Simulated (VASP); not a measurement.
Consider the following.

```
CELL_PARAMETERS angstrom
      0.00000     3.04472     3.04472
      3.04472     0.00000     3.04472
      3.04472     3.04472     0.00000
ATOMIC_POSITIONS crystal
  Zn 0.00000 0.00000 0.00000
  Te 0.25000 0.25000 0.25000
```

Level of theory: PBE GGA with D4 dispersion, VASP's PBE PAW potentials (set 64) (plane waves; VASP). Settings: 520 eV cut-off, 8×8×8 Γ-centred mesh, tetrahedra with Blöchl corrections, potentials Zn Te.

Unless said otherwise, spin-orbit coupling is left out, though it shifts the bands of the heavy elements here.

**Question.** What does the run give for the energy per atom (σ→0), band gap (on the k-mesh) with the smallest direct gap where there is one?

**Answer.** 
```json
{
 "band gap (on the k-mesh)": "1.28 eV",
 "smallest direct gap (on the k-mesh)": "1.28 eV",
 "energy per atom (σ→0)": "-2.938 eV/atom"
}
```

Only differences to runs with the same potentials and settings are physical.

The compound is ZnTe in the zinc blende structure. It was relaxed first.
